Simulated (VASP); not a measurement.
# Ag (Fm-3m) in VASP: settings compared, part 2 of 2

VASP 6.6.1. Earlier steps stand in the parts before.

### 3 Relaxation of cell and atoms, PBEsol

Input file INCAR:

```
SYSTEM = Ag
ALGO = Normal
EDIFF = 1E-7
EDIFFG = -0.005
ENCUT = 300
GGA = PS
IBRION = 2
ISIF = 3
ISMEAR = 0
LASPH = .TRUE.
LCHARG = .FALSE.
LREAL = .FALSE.
LWAVE = .FALSE.
NELM = 100
NSW = 90
PREC = Accurate
SIGMA = 0.1
```

Input file KPOINTS:

```
k-points
0
G
  18 18 18
  0 0 0
```

Input file POSCAR:

```
Ag
1.0
    0.0000000000      2.0675000000      2.0675000000
    2.0675000000      0.0000000000      2.0675000000
    2.0675000000      2.0675000000      0.0000000000
Ag
1
Direct
    0.0000000000      0.0000000000      0.0000000000
```

Potentials or basis: VASP PAW PBE potentials, release 64 (Ag).

Run with:

```console
cat potpaw_PBE.64/Ag/POTCAR > POTCAR
mpirun -np 1 vasp_std > vasp.out
```

OUTCAR:

```text
SYSTEM = Ag
   EDIFF = 1E-7
   EDIFFG = -0.005
   ENCUT = 300
   GGA = PS
   IBRION = 2
   ISIF = 3
   ISMEAR = 0
   LASPH = .TRUE.
   LREAL = .FALSE.
   NELM = 100
   NSW = 90
   PREC = Accurate

 ion  position               nearest neighbor table
   1  0.000  0.000  0.000-

  LATTYP: Found a face centered cubic cell.
 ALAT       =     4.1350000000

  Lattice vectors:

 A1 = (   0.0000000000,   2.0675000000,   2.0675000000)
 A2 = (   2.0675000000,   0.0000000000,   2.0675000000)
 A3 = (   2.0675000000,   2.0675000000,   0.0000000000)

Analysis of symmetry for initial positions (statically):
=====================================================================
 Subroutine PRICEL returns:
 Original cell was already a primitive cell.

 Routine SETGRP: Setting up the symmetry group for a
 face centered cubic supercell.

 Subroutine GETGRP returns: Found 48 space group operations
 (whereof 48 operations were pure point group operations)
 out of a pool of 48 trial point group operations.

The static configuration has the point symmetry O_h .

[... 168 lines left out ...]
  -------------------------------------------------------------------------------------
  Total       -0.6895281     -0.6895281     -0.6895281      0.0000000      0.0000000      0.0000000
  in kB      -62.5023024    -62.5023024    -62.5023024      0.0000000      0.0000000      0.0000000
  external PRESSURE =     -62.5023024 kB  Pullay stress =       0.0000000 kB
[... 57 lines left out ...]
--------------------------------------- Ionic step        3  -------------------------------------------

 number of electron      11.0000012 magnetization

 Free energy of the ion-electron system (eV)
  ---------------------------------------------------
  ext. energy  EPLUGINS =         0.00000000
  ---------------------------------------------------
  free energy    TOTEN  =        -3.32462782 eV

  energy without entropy =       -3.32366041  energy(sigma->0) =       -3.32414411

 E-fermi :   8.5908     XC(G=0): -12.5859

 val. band max:        8.5453910457   @ k =   0.5000   0.1667   0.0556
 cond. band min:       8.7400357026   @ k =   0.5000   0.3333   0.1111
 fundamental gap:      0.1946446570
 Fermi energy:         8.5908404412

 k-point     1 :       0.0000    0.0000    0.0000
  band No.  band energies     occupation
      1       0.5876      2.00000
      2       3.7713      2.00000
      3       3.7713      2.00000
      4       3.7713      2.00000
      5       4.8732      2.00000
      6       4.8732      2.00000
      7      24.6839      0.00000
      8      28.4235      0.00000
      9      28.4235      0.00000
[... 265 lines left out ...]
 k-point    24 :      -0.2222    0.0556    0.0000
  band No.  band energies     occupation
      1       2.0589      2.00000
      2       3.7492      2.00000
      3       4.0294      2.00000
      4       4.0375      2.00000
      5       4.8175      2.00000
      6       5.1997      2.00000
      7      20.3872      0.00000
      8      24.9980      0.00000
      9      27.5234      0.00000

 [... further k-points ...]
[... 5 lines left out ...]
  --------------------------------------------------------------------------------------
  -------------------------------------------------------------------------------------
  Total       -0.0019421     -0.0019421     -0.0019421      0.0000000     -0.0000000      0.0000000
  in kB       -0.1878062     -0.1878062     -0.1878062      0.0000000     -0.0000000      0.0000000
  external PRESSURE =      -0.1878062 kB  Pullay stress =       0.0000000 kB
[... 16 lines left out ...]
  FREE ENERGIE OF THE ION-ELECTRON SYSTEM (eV)
  ---------------------------------------------------
  free  energy   TOTEN  =        -3.3246278176 eV

  energy  without entropy=       -3.3236604089  energy(sigma->0) =       -3.32414411

 reached required accuracy - stopping structural energy minimisation
```

CONTCAR:

```text
Ag
   1.00000000000000
    -0.0000000000000000    2.0233823518470251    2.0233823518470251
     2.0233823518470251    0.0000000000000000    2.0233823518470251
     2.0233823518470251    2.0233823518470251    0.0000000000000000
  Ag
     1
Direct
     0.0000000000000000    0.0000000000000000    0.0000000000000000

  0.00000000E+00  0.00000000E+00  0.00000000E+00
```

Run time: 17 s. Hardware: 1 thread of AMD EPYC 9R45 (Zen 5), shared host; peak memory 0.1 GiB.

What came out:

```
Free energy                            : -3.3246 eV
Relaxed volume                         : 16.57 Å³/atom
Relaxed cell                           : a = 2.861 Å, b = 2.861 Å, c = 2.861 Å, α = 60.00°, β = 60.00°, γ = 60.00°
Space group after relaxing (to 0.05 Å) : Fm-3m (No. 225)
Energy gained by relaxing              : 23.4 meV/atom
Ionic steps                            : 3
Pressure after relaxing                : 0.0 GPa
Band gap on the k mesh                 : none (metal or under the smearing width)
```

Step by step:
| step | energy change (eV) | largest force (eV/Å) | pressure (GPa) | volume (Å³) |
| --- | --- | --- | --- | --- |
| 1 | 0.0000 | 0.0000 | -6.25 | 17.68 |
| 2 | -0.0149 | 0.0000 | 4.78 | 15.97 |
| 3 | -0.0234 | 0.0000 | -0.02 | 16.57 |

Final structure:
```
Ag
1.0
     0.00000    2.02338    2.02338
     2.02338    0.00000    2.02338
     2.02338    2.02338    0.00000
Ag
1
Cartesian
  0.0000 0.0000 0.0000
```

Caveat: the cutoff is under 1.25 times the usual one of these potentials, so pressure, stress and relaxed cells hold a basis-set (Pulay) error; the PAW data sets were made with another functional, which shifts forces and pressure a little.

### 4 Relaxation of cell and atoms, PBEsol

Changes to INCAR since step 3:

```diff
@@ -4,3 +4,3 @@
 EDIFFG = -0.005
-ENCUT = 300
+ENCUT = 600
 GGA = PS
```

Input file KPOINTS:

```
k-points
0
G
  6 6 6
  0 0 0
```

POSCAR is that of step 3.

Run with:

```console
cat potpaw_PBE.64/Ag/POTCAR > POTCAR
mpirun -np 1 vasp_std > vasp.out
```

Wall time 5.2 s (1 thread of AMD EPYC 9R45 (Zen 5), shared host); peak memory 0.11 GiB.

It converged, with:

```yaml
Free_energy: -3.2402 eV
Relaxed_volume: 16.75 Å³/atom
Relaxed_cell: a = 2.872 Å, b = 2.872 Å, c = 2.872 Å, α = 60.00°, β = 60.00°, γ = 60.00°
Space_group_after_relaxing_to_0.05_Å: Fm-3m (No. 225)
Energy_gained_by_relaxing: 16.9 meV/atom
Ionic_steps: 3
Pressure_after_relaxing: 0.0 GPa
Band_gap_on_the_k_mesh: none (metal or under the smearing width)
```

Step by step:
```
step  energy change (eV)  largest force (eV/Å)  pressure (GPa)  volume (Å³)
   1              0.0000                0.0000           -5.46        17.68
   2             -0.0093                0.0000            4.50        16.18
   3             -0.0169                0.0000           -0.01        16.75
```

Final structure:
```yaml
crystal:
  lattice:
    - [0.00000, 2.03065, 2.03065]
    - [2.03065, 0.00000, 2.03065]
    - [2.03065, 2.03065, 0.00000]
  atoms:
    - { symbol: Ag, position: [0.00000, 0.00000, 0.00000] }
```

Levels at points of the mesh, in eV from the Fermi level:
```
           k point  band 4  band 5  band 6  band 7  band 8  band 9
(0.00, 0.00, 0.00)   -4.66   -3.58   -3.58   16.20   19.88   19.88
(0.50, 0.00, 0.00)   -2.76   -2.76   -0.33    3.86   15.43   18.17
(0.50, 0.50, 0.00)   -2.54   -2.54    1.70    7.03   10.87   10.87
```

Caveat: the k mesh is coarse (spacing up to 0.44 Å⁻¹), so the values aren't converged; the PAW data sets were made with another functional, which shifts forces and pressure a little.

### 5 Single point, PBEsol

Input file INCAR:

```
SYSTEM = Ag
ALGO = Normal
EDIFF = 1E-7
ENCUT = 520
GGA = PS
ISIF = 2
ISMEAR = 0
LASPH = .TRUE.
LCHARG = .FALSE.
LREAL = .FALSE.
LWAVE = .FALSE.
NBANDS = 12
NELM = 100
PREC = Accurate
SIGMA = 0.1
```

Input file KPOINTS:

```
k-points
0
G
  18 18 18
  0 0 0
```

POSCAR is that of step 4.

Run with:

```console
cat potpaw_PBE.64/Ag/POTCAR > POTCAR
mpirun -np 1 vasp_std > vasp.out
```

Run time: 18 s. Hardware: 1 thread of AMD EPYC 9R45 (Zen 5), shared host; peak memory 0.14 GiB.

The run converged. Its results:

```
Free energy            : -3.2914 eV
Pressure               : -6.1 GPa
Band gap on the k mesh : none (metal or under the smearing width)
```

Levels at points of the mesh, in eV from the Fermi level:
```
           k point  band 3  band 4  band 5  band 6  band 7  band 8  band 9  band 10
(0.00, 0.00, 0.00)   -4.58   -4.58   -3.60   -3.60   15.96   19.32   19.32    19.32
(0.50, 0.00, 0.00)   -4.60   -2.85   -2.85   -0.30    3.45   15.19   17.50    17.50
(0.50, 0.50, 0.00)   -2.88   -2.65   -2.65    1.64    6.50   10.48   10.48    16.80
```

Caveat: the PAW data sets were made with another functional, which shifts forces and pressure a little.

### 6 Relaxation of cell and atoms, PBEsol

Input file INCAR:

```
SYSTEM = Ag
ALGO = Normal
EDIFF = 1E-7
EDIFFG = -0.005
ENCUT = 580
GGA = PS
IBRION = 2
ISIF = 3
ISMEAR = 0
LASPH = .TRUE.
LCHARG = .FALSE.
LREAL = .FALSE.
LWAVE = .FALSE.
NELM = 100
NSW = 90
PREC = Accurate
SIGMA = 0.1
```

KPOINTS is that of step 5.

POSCAR is that of step 5.

Potentials or basis: VASP PAW PBE potentials, release 64 (Ag).

Run with:

```console
cat potpaw_PBE.64/Ag/POTCAR > POTCAR
mpirun -np 1 vasp_std > vasp.out
```

Wall time 31 s (1 thread of AMD EPYC 9R45 (Zen 5), shared host); peak memory 0.15 GiB.

The run converged. Its results:

```yaml
Free_energy: -3.3130 eV
Relaxed_volume: 16.63 Å³/atom
Relaxed_cell: a = 2.865 Å, b = 2.865 Å, c = 2.865 Å, α = 60.00°, β = 60.00°, γ = 60.00°
Space_group_after_relaxing_to_0.05_Å: Fm-3m (No. 225)
Energy_gained_by_relaxing: 21.6 meV/atom
Ionic_steps: 3
Pressure_after_relaxing: 0.0 GPa
Band_gap_on_the_k_mesh: none (metal or under the smearing width)
```

Step by step:
| step | energy change (eV) | largest force (eV/Å) | pressure (GPa) | volume (Å³) |
| --- | --- | --- | --- | --- |
| 1 | 0.0000 | 0.0000 | -6.16 | 17.68 |
| 2 | -0.0117 | 0.0000 | 5.23 | 15.99 |
| 3 | -0.0216 | 0.0000 | -0.02 | 16.63 |

Final structure:
```cif
data_structure
_symmetry_space_group_name_H-M 'P 1'
_symmetry_Int_Tables_number 1
_cell_length_a 2.8652
_cell_length_b 2.8652
_cell_length_c 2.8652
_cell_angle_alpha 60.000
_cell_angle_beta 60.000
_cell_angle_gamma 60.000
_cell_volume 16.63
loop_
_atom_site_label
_atom_site_type_symbol
_atom_site_fract_x
_atom_site_fract_y
_atom_site_fract_z
_atom_site_occupancy
Ag1 Ag 0.00000 0.00000 0.00000 1
```

Levels at points of the mesh, in eV from the Fermi level:
```tsv
k point	band 4	band 5	band 6	band 7	band 8	band 9
(0.00, 0.00, 0.00)	-4.81	-3.72	-3.72	16.09	19.81	19.81
(0.50, 0.00, 0.00)	-2.88	-2.88	-0.48	3.77	15.32	18.12
(0.50, 0.50, 0.00)	-2.67	-2.67	1.57	6.96	10.78	10.78
```

Caveat: the PAW data sets were made with another functional, which shifts forces and pressure a little.

### 7 Overview

| task | level | cell | k mesh | cutoff (eV) | mesh quality | gap on the mesh (eV) | pressure (GPa) | relaxed volume (Å³/atom) |
| --- | --- | --- | --- | --- | --- | --- | --- | --- |
| relaxation of cell and atoms | PBE+D3(BJ) | relaxed | 18 × 18 × 18 | 600 | not flagged | none | 0.0 | 16.87 |
| relaxation of cell and atoms | PBEsol | relaxed | 18 × 18 × 18 | 300 | not flagged | none | 0.0 | 16.57 |
| relaxation of cell and atoms | PBEsol | relaxed | 6 × 6 × 6 | 600 | coarse | none | 0.0 | 16.75 |
| single point | PBEsol | as given | 18 × 18 × 18 | 520 | not flagged | none | -6.1 | - |
| relaxation of cell and atoms | PBEsol | relaxed | 18 × 18 × 18 | 580 | not flagged | none | 0.0 | 16.63 |

Alike in all rows: potentials or basis VASP PAW PBE potentials, release 64 (Ag); no spin polarisation; smearing gaussian 0.1 eV.

Caveats: some runs use coarse meshes; the PAW data sets were made with another functional, which shifts forces and pressure a little (some runs); pairwise dispersion overbinds metals, which lowers pressure and volume (some runs); the cutoff is under 1.25 times the usual one of these potentials, so pressure, stress and relaxed cells hold a basis-set (Pulay) error (some runs).

Absolute energies hang on the potentials; compare differences alone.
